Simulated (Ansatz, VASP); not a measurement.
One calculation of Cr, two programs

File INCAR:

```
PREC = Accurate ; ENCUT = 520
EDIFF = 1E-8 ; ISMEAR = 0
SIGMA = 0.05 ; LREAL = F
LASPH = T ; NELM = 60
ALGO = Fast ; ISIF = 2
LWAVE = F ; LCHARG = F
LEFG = T ; NBANDS = 12
```

Contents of KPOINTS:

```
Automatic mesh
0
Gamma
  22 22 22
```

File POSCAR:

```
Cr
1.0
   -1.4419500000      1.4419500000      1.4419500000
    1.4419500000     -1.4419500000      1.4419500000
    1.4419500000      1.4419500000     -1.4419500000
Cr
1
Direct
    0.0000000000      0.0000000000      0.0000000000
```

Input for Ansatz:

```yaml
crystal:
  lattice:
    - [-1.44195, 1.44195, 1.44195]
    - [1.44195, -1.44195, 1.44195]
    - [1.44195, 1.44195, -1.44195]
  atoms:
    - { symbol: Cr, position: [0.0, 0.0, 0.0] }
basis:
  ecutwfc: 420
  ecutrho_ratio: 4
kpoints:
  mp_grid: { grid: [22, 22, 22] }
hamiltonian:
  xc: lda
scf:
  occupations: { method: gaussian, width: 0.05 }
output:
  forces: true
  stress: true
  eigenvalues: true
  populations: true
  efg: { contact_densities: true, quadrupole_moments_barn: { Cr: -0.15 } }
```

Alike in both runs: task electric field gradients; functional LDA; k mesh 22 × 22 × 22; occupations gaussian, width 0.05 eV; no spin polarisation.

```csv
,VASP,Ansatz
version,VASP 6.6.1,Ansatz 0.2.0
potentials or method,"VASP PAW LDA potentials, release 64 (Cr_pv)","scalar-relativistic, plane waves, PAW"
plane-wave cutoff (eV),520,420
valence electrons in the cell,12,14
```

```tsv
	VASP	Ansatz	Ansatz less VASP
gap on the k mesh at the Fermi level (eV)	none	none	-
pressure (GPa)	-24.5	-24.5	+0.05
Vzz of the field gradient on the site that differs most (V/Å²)	0.0	0.0	+0.01
```

A gap of «none» marks a metal or a gap that the smearing closes. The two sets of potentials don't hold the same shells in valence.

Caveats: so large a pressure means that the cell lies far from this level's equilibrium, or that cutoff or potentials fall short (VASP); the run has no spin polarisation, though such a crystal can be magnetic. Spin polarisation is off, so any magnetic state and its effect on volume and gap are missing.
